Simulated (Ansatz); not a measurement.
GeO2:
```cif
data_Ge2O4
_chemical_formula_sum 'Ge2 O4'
_space_group_name_H-M_alt 'P 1'
_space_group_IT_number 1
_cell_length_a 4.48717
_cell_length_b 4.48717
_cell_length_c 2.90504
_cell_angle_alpha 90.000
_cell_angle_beta 90.000
_cell_angle_gamma 90.000
loop_
_space_group_symop_operation_xyz
  'x, y, z'
loop_
_atom_site_label
_atom_site_type_symbol
_atom_site_fract_x
_atom_site_fract_y
_atom_site_fract_z
_atom_site_occupancy
Ge1 Ge 0.50000 0.50000 0.50000 1
Ge2 Ge 0.00000 0.00000 0.00000 1
O1 O 0.69287 0.69287 0.00000 1
O2 O 0.30713 0.30713 0.00000 1
O3 O 0.80713 0.19287 0.50000 1
O4 O 0.19287 0.80713 0.50000 1
```

Relaxed with PBE.

Question: Which orbitals make up the states near the band edges in the program Ansatz at the PBE level (PAW)?

Answer: Top 1 eV of the valence band: O 2p 98 %. Bottom 1 eV of the conduction band: Ge 4s 50 %, O 2s 27 %, O 2p 19 %. Projections are on Löwdin-orthogonalised atomic valence shells; empty p or d shells of many metals are not among them.

Question: Tabulate the density of states.

Answer: States/eV per cell of 6 atoms, in 0.25 eV bins, energy from the valence-band maximum.

```
E (eV)  total  O 2p  Ge 4s  Ge 4p
------  -----  ----  -----  -----
-7.85    0.86  0.50   0.22   0.06
-7.60    1.06  0.63   0.24   0.09
-7.35    0.85  0.51   0.18   0.07
-7.10    0.76  0.47   0.15   0.07
-6.85    0.65  0.42   0.09   0.09
-6.60    1.59  1.11   0.08   0.35
-6.35    2.20  1.56   0.08   0.48
-6.10    2.08  1.50   0.07   0.44
-5.85    2.11  1.53   0.07   0.43
-5.60    2.43  1.78   0.08   0.49
-5.35    2.75  2.04   0.07   0.55
-5.10    3.33  2.50   0.06   0.66
-4.85    3.13  2.36   0.06   0.57
-4.60    2.67  2.06   0.05   0.45
-4.35    2.67  2.10   0.04   0.41
-4.10    2.51  2.05   0.03   0.33
-3.85    2.46  2.06   0.02   0.28
-3.60    2.78  2.32   0.03   0.31
-3.35    2.86  2.43   0.02   0.29
-3.10    2.47  2.15   0.02   0.20
-2.85    3.30  2.94   0.02   0.21
-2.60    3.92  3.60   0.02   0.16
-2.35    4.23  3.98   0.01   0.11
-2.10    4.44  4.27   0.01   0.05
-1.85    4.22  4.08   0.01   0.04
-1.60    5.42  5.22   0.02   0.06
-1.35    5.01  4.90   0.01   0.03
-1.10    6.19  6.09   0.01   0.02
-0.85    4.18  4.11   0.00   0.03
-0.60    1.41  1.38   0.00   0.01
-0.35    0.68  0.67   0.00   0.01
-0.10    0.19  0.19   0.00   0.00
0.15     0.00  0.00   0.00   0.00
0.40     0.00  0.00   0.00   0.00
0.65     0.00  0.00   0.00   0.00
0.90     0.00  0.00   0.00   0.00
1.15     0.00  0.00   0.00   0.00
1.40     0.01  0.00   0.00   0.00
1.65     0.03  0.00   0.02   0.00
1.90     0.06  0.01   0.03   0.00
2.15     0.08  0.02   0.04   0.00
2.40     0.11  0.03   0.05   0.00
2.65     0.14  0.04   0.06   0.01
2.90     0.18  0.05   0.08   0.01
3.15     0.23  0.07   0.10   0.01
3.40     0.29  0.09   0.13   0.01
3.65     0.37  0.12   0.16   0.02
3.90     0.48  0.15   0.21   0.02
4.15     0.74  0.24   0.33   0.04
4.40     1.02  0.34   0.47   0.06
4.65     1.96  0.66   0.90   0.13
4.90     2.25  0.79   1.03   0.15
5.15     1.86  0.67   0.85   0.12
5.40     1.70  0.62   0.78   0.10
5.65     1.44  0.53   0.67   0.08
5.90     1.32  0.52   0.64   0.05
```

Space group P4_2/mnm (rutile). The cell was relaxed with PBE under the symmetry of its start. Spin–orbit coupling is left out wherever it is not named.

Potentials: the later of the program's two PAW sets.
